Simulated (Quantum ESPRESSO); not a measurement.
A run of Quantum ESPRESSO 7.5:

The input pw.in:

```
&CONTROL
  calculation = 'scf'
  prefix = 'pwscf'
  outdir = './tmp'
  pseudo_dir = './pseudo'
  tprnfor = .true.
  tstress = .true.
  disk_io = 'low'
/
&SYSTEM
  ibrav = 0
  nat = 1
  ntyp = 1
  ecutwfc = 45
  ecutrho = 360
  nbnd = 11
  occupations = 'smearing'
  smearing = 'mv'
  degauss = 0.01469973
/
&ELECTRONS
  conv_thr = 2d-10
  electron_maxstep = 120
  mixing_beta = 0.5
/
ATOMIC_SPECIES
Au   196.9666 au_lda_v1.uspp.F.UPF
CELL_PARAMETERS angstrom
   0.0000000000    2.0350000000    2.0350000000
   2.0350000000    0.0000000000    2.0350000000
   2.0350000000    2.0350000000    0.0000000000
ATOMIC_POSITIONS angstrom
Au     0.0000000000    0.0000000000    0.0000000000
K_POINTS automatic
11 11 11 0 0 0
```

Contents of relax.in:

```
&CONTROL
  calculation = 'vc-relax'
  prefix = 'pwscf'
  outdir = './tmp'
  pseudo_dir = './pseudo'
  tprnfor = .true.
  tstress = .true.
  disk_io = 'low'
  nstep = 40
  forc_conv_thr = 0.0001
  etot_conv_thr = 1d-06
/
&SYSTEM
  ibrav = 0
  nat = 1
  ntyp = 1
  ecutwfc = 45
  ecutrho = 360
  nbnd = 11
  occupations = 'smearing'
  smearing = 'mv'
  degauss = 0.01469973
/
&ELECTRONS
  conv_thr = 2d-10
  electron_maxstep = 120
  mixing_beta = 0.5
/
&IONS
  ion_dynamics = 'bfgs'
/
&CELL
  cell_dynamics = 'bfgs'
  press = 0
  press_conv_thr = 0.2
/
ATOMIC_SPECIES
Au   196.9666 au_lda_v1.uspp.F.UPF
CELL_PARAMETERS angstrom
   0.0000000000    2.0350000000    2.0350000000
   2.0350000000    0.0000000000    2.0350000000
   2.0350000000    2.0350000000    0.0000000000
ATOMIC_POSITIONS angstrom
Au     0.0000000000    0.0000000000    0.0000000000
K_POINTS automatic
11 11 11 0 0 0
```

scf2.in

```
&CONTROL
  calculation = 'scf'
  prefix = 'pwscf'
  outdir = './tmp'
  pseudo_dir = './pseudo'
  tprnfor = .true.
  tstress = .true.
  disk_io = 'low'
/
&SYSTEM
  ibrav = 0
  nat = 1
  ntyp = 1
  ecutwfc = 45
  ecutrho = 360
  nbnd = 11
  occupations = 'smearing'
  smearing = 'mv'
  degauss = 0.01469973
/
&ELECTRONS
  conv_thr = 1d-13
  electron_maxstep = 120
  mixing_beta = 0.5
  startingpot = 'file'
  startingwfc = 'file'
/
ATOMIC_SPECIES
Au   196.9666 au_lda_v1.uspp.F.UPF
CELL_PARAMETERS angstrom
   0.0000000000    2.0221362296    2.0221362296
   2.0221362296    0.0000000000    2.0221362296
   2.0221362296    2.0221362296    0.0000000000
ATOMIC_POSITIONS angstrom
Au     0.0000000000    0.0000000000    0.0000000000
K_POINTS automatic
11 11 11 0 0 0
```

The input ph.in:

```
phonons of Au
&INPUTPH
  prefix = 'pwscf'
  outdir = './tmp'
  tr2_ph = 1d-18
  fildyn = 'dyn'
  niter_ph = 90
  alpha_mix(1) = 0.4
/
0.5303300859 0.5303300859 0.0000000000
```

Potentials or basis: GBRV 1.5 LDA.

Launch:

```console
$ OMP_NUM_THREADS=1 pw.x -in pw.in > pw.out
$ OMP_NUM_THREADS=1 pw.x -in relax.in > relax.out
$ OMP_NUM_THREADS=1 pw.x -in scf2.in > scf2.out
$ OMP_NUM_THREADS=1 ph.x -in ph.in > ph.out
```

Hardware: 1 thread of Arm Neoverse V1, with other jobs on the host.

How long does it take, and how much memory?

It took 6.6 min on 1 thread of Arm Neoverse V1, on a shared host, peak memory 0.12 GiB. Counts: scf iterations 38, k pools 1, bands 11, ion steps 3, k points 56, g dense 13323.
